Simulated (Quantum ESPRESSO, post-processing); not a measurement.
# puckered SnSe, 1 layer: a series in strain along the first axis, part 2 of 2

What law, if any, do the results for puckered SnSe, 1 layer follow against strain along the first axis?

Quantum ESPRESSO 7.5; plane-wave DFT, PBE, GBRV ultrasoft pseudopotentials.

So far. Step 7 (Relaxation with pw.x, -3 %): The relaxation lowers the energy by 2 meV an atom. Step 9 (Relaxing the ions, 3 %): The relaxation lowers the energy by 3 meV an atom.

### Step 10. Ground state, 3 %

Contents of m7.scf.in:

```
&control
  prefix = 'm7.scf'
  outdir = './out'
  pseudo_dir = './pseudo'
  calculation = 'scf'
  tprnfor = .true.
/
&system
  ibrav = 0
  nat = 4
  ntyp = 2
  ecutwfc = 40
  ecutrho = 200
  occupations = 'smearing'
  smearing = 'fd'
  degauss = 0.002
  nbnd = 24
/
&electrons
  conv_thr = 1e-09
  mixing_beta = 0.4
  electron_maxstep = 120
  mixing_mode = 'plain'
/
ATOMIC_SPECIES
  Sn  118.7100  sn_pbe_v1.4.uspp.F.UPF
  Se  78.9710  se_pbe_v1.uspp.F.UPF
CELL_PARAMETERS angstrom
  4.44967138003000 0.00000000000000 0.00000000000000
  0.00000000000000 4.26358158400000 0.00000000000000
  0.00000000000000 0.00000000000000 17.79360000000000
ATOMIC_POSITIONS crystal
  Sn  0.030140907400 0.000000000000 0.422357976200
  Se  0.469859092600 0.500000000000 0.425128455500
  Se  0.969859092600 0.000000000000 0.574871544500
  Sn  0.530140907400 0.500000000000 0.577642023800
K_POINTS automatic
  8 8 1 0 0 0
```

The run is started by

```bash
$ OMP_NUM_THREADS=1 mpirun -n 4 pw.x -nk 4 -in m7.scf.in > m7.scf.out
```

It took 67 s on 4 MPI ranks of Intel Xeon Platinum 8259CL at 2.50GHz (Skylake/Cascade Lake), shared host; peak memory 0.77 GiB.

Numbers from this step:

* free energy: -5521.1449 eV
* Fermi energy: 0.0102 eV
* valence top, on the run's zero: -0.5355 eV
* conduction bottom, on the run's zero: 0.5583 eV
* gap by band count: 1.094 eV

### Step 11. Relaxing the ions, 4 %

Contents of m8.relax.in:

```
&control
  prefix = 'm8.relax'
  outdir = './out'
  pseudo_dir = './pseudo'
  nstep = 40
  forc_conv_thr = 0.0003
  calculation = 'relax'
  tstress = .true.
/
&system
  ibrav = 0
  nat = 4
  ntyp = 2
  ecutwfc = 50
  ecutrho = 250
  occupations = 'smearing'
  smearing = 'fd'
  degauss = 0.002
/
&electrons
  conv_thr = 1e-09
  mixing_beta = 0.4
  electron_maxstep = 120
  mixing_mode = 'plain'
/
&ions
/
ATOMIC_SPECIES
  Sn  118.7100  sn_pbe_v1.4.uspp.F.UPF
  Se  78.9710  se_pbe_v1.uspp.F.UPF
CELL_PARAMETERS angstrom
  4.49287207304000 0.00000000000000 0.00000000000000
  0.00000000000000 4.26358158400000 0.00000000000000
  0.00000000000000 0.00000000000000 17.79360000000000
ATOMIC_POSITIONS crystal
  Sn  0.016632024400 0.000000000000 0.422896484500
  Se  0.483367975600 0.500000000000 0.423993034400
  Se  0.983367975600 0.000000000000 0.576006965600
  Sn  0.516632024400 0.500000000000 0.577103515500
K_POINTS automatic
  8 8 1 0 0 0
```

The run is started by

```bash
$ OMP_NUM_THREADS=1 mpirun -n 4 pw.x -nk 4 -in m8.relax.in > m8.relax.out
```

It took 31 min on 4 MPI ranks; peak memory 1.1 GiB.

Relaxation path:

| step | energy less that of the first step (eV) | largest force (eV/Å) |
| --- | --- | --- |
| 1 | 0.0000 | 0.1370 |
| 2 | -0.0013 | 0.1243 |
| 3 | -0.0027 | 0.1137 |
| 4 | -0.0045 | 0.1013 |
| 5 | -0.0069 | 0.0929 |
| 6 | -0.0099 | 0.0994 |
| 7 | -0.0130 | 0.1327 |
| 8 | -0.0150 | 0.1705 |
| 9 | -0.0165 | 0.1585 |
| 10 | -0.0186 | 0.1231 |
| 11 | -0.0207 | 0.0591 |
| 12 | -0.0211 | 0.0228 |
| 13 | -0.0212 | 0.0260 |
| 14 | -0.0212 | 0.0276 |
| 15 | -0.0213 | 0.0281 |
| 16 | -0.0215 | 0.0268 |
| 17 | -0.0217 | 0.0225 |
| 18 | -0.0218 | 0.0135 |
| 19 | -0.0219 | 0.0055 |

The atoms that moved most (Å):

| atom | dx | dy | dz | length |
| --- | --- | --- | --- | --- |
| Se2 | -0.077 | 0.000 | 0.026 | 0.081 |
| Se3 | -0.077 | 0.000 | -0.026 | 0.081 |
| Sn1 | 0.077 | 0.000 | -0.012 | 0.077 |
| Sn4 | 0.077 | 0.000 | 0.012 | 0.077 |

Final coordinates:

```cif
data_structure
_symmetry_space_group_name_H-M 'P 1'
_symmetry_Int_Tables_number 1
_cell_length_a 4.4929
_cell_length_b 4.2636
_cell_length_c 17.7936
_cell_angle_alpha 90.000
_cell_angle_beta 90.000
_cell_angle_gamma 90.000
_cell_volume 340.85
loop_
_atom_site_label
_atom_site_type_symbol
_atom_site_fract_x
_atom_site_fract_y
_atom_site_fract_z
_atom_site_occupancy
Sn1 Sn 0.03367 0.00000 0.42224 1
Se2 Se 0.46633 0.50000 0.42544 1
Se3 Se 0.96633 0.00000 0.57456 1
Sn4 Sn 0.53367 0.50000 0.57776 1
```

The relaxation lowers the energy by 5 meV an atom.

Read from the output:

| Property | Result |
| --- | --- |
| free energy | -5521.3156 eV |
| Fermi energy | -0.0504 eV |

### Step 12. SCF with pw.x, 4 %

Contents of m8.scf.in:

```
&control
  prefix = 'm8.scf'
  outdir = './out'
  pseudo_dir = './pseudo'
  calculation = 'scf'
  tprnfor = .true.
/
&system
  ibrav = 0
  nat = 4
  ntyp = 2
  ecutwfc = 40
  ecutrho = 200
  occupations = 'smearing'
  smearing = 'fd'
  degauss = 0.002
  nbnd = 24
/
&electrons
  conv_thr = 1e-09
  mixing_beta = 0.4
  electron_maxstep = 120
  mixing_mode = 'plain'
/
ATOMIC_SPECIES
  Sn  118.7100  sn_pbe_v1.4.uspp.F.UPF
  Se  78.9710  se_pbe_v1.uspp.F.UPF
CELL_PARAMETERS angstrom
  4.49287207304000 0.00000000000000 0.00000000000000
  0.00000000000000 4.26358158400000 0.00000000000000
  0.00000000000000 0.00000000000000 17.79360000000000
ATOMIC_POSITIONS crystal
  Sn  0.033674798700 0.000000000000 0.422237555600
  Se  0.466325201300 0.500000000000 0.425443390400
  Se  0.966325201300 0.000000000000 0.574556609600
  Sn  0.533674798700 0.500000000000 0.577762444400
K_POINTS automatic
  8 8 1 0 0 0
```

The run is started by

```bash
$ OMP_NUM_THREADS=1 mpirun -n 4 pw.x -nk 4 -in m8.scf.in > m8.scf.out
```

Wall time 80 s (4 MPI ranks); peak memory 0.84 GiB.

This step gave:

| Quantity | Value |
| --- | --- |
| free energy | -5521.1427 eV |
| Fermi energy | -0.0488 eV |
| valence top, on the run's zero | -0.6124 eV |
| conduction bottom, on the run's zero | 0.5104 eV |
| gap by band count | 1.123 eV |

### Step 13. The series side by side

The series in one table, energies over the lowest:

| strain along the first axis | energy (eV) | gap along the path (eV) | upper vacuum level over the valence top of the mesh (eV) | lower vacuum level over that top (eV) |
| --- | --- | --- | --- | --- |
| -4 % | 0.0728 | 0.4595 | 4.036 | 4.036 |
| -3 % | 0.0473 | 0.5713 | 4.114 | 4.114 |
| -2 % | 0.0287 | 0.6618 | 4.188 | 4.188 |
| -1 % | 0.0164 | 0.7672 | 4.257 | 4.257 |
| 0 % | 0.0078 | 0.7777 | 4.295 | 4.295 |
| 1 % | 0.0025 | 0.817 | 4.337 | 4.337 |
| 2 % | 0.0003 | 0.866 | 4.38 | 4.38 |
| 3 % | 0.0000 | 0.9139 | 4.423 | 4.423 |
| 4 % | 0.0020 | 0.9618 | 4.466 | 4.466 |

### Step 14. The arithmetic

A parabola through the energies within ±2 % has E = 16.87 eV × ε² -0.708 eV × ε; for the curvature, over A = 18.419 Å² this is 16.87 × 2/18.419 × 16.02 = 29 N/m.

### Step 15. Outcome

```json
{
 "in-plane stiffness along the strain": "29 N/m",
 "gap along the path, at -4 % and at 4 %": "0.46, 0.96 eV",
 "upper vacuum level over the valence top of the mesh, at -4 % and at 4 %": "4.04, 4.47 eV",
 "lower vacuum level over that top, at -4 % and at 4 %": "4.04, 4.47 eV"
}
```

**Reading.** The series holds 9 members; in-plane stiffness along the strain: 29 N/m (PBE, GBRV ultrasoft). The energy is lowest near 3 %, far from the reference cell, so the stiffness about zero is no equilibrium value. From -4 % to 4 % the gap along the path rises from 0.46 to 0.96 eV. From -4 % to 4 % the upper vacuum level over the valence top of the mesh rises from 4.04 to 4.47 eV. From -4 % to 4 % the lower vacuum level over that top rises from 4.04 to 4.47 eV. Semilocal gaps are too small; the 1×1 cell can't ripple over many cells under compression as a free sheet would. No spin-orbit coupling.

[Logs are printed without paths, hosts, clocks, repeated set-up lines and the standing remarks that a program may print on its own settings, such as how far it seeks lower states.]

[Hosts, paths, dates, database ids (printed as entryN), source tags and the programs' standing remarks are cut or masked in the printed files.]

[Maps of the electrostatic potential energy from Ansatz leave out the sawtooth potential of an applied field or a dipole correction, so their vacuum need not be flat; planar profiles and work functions include it.]
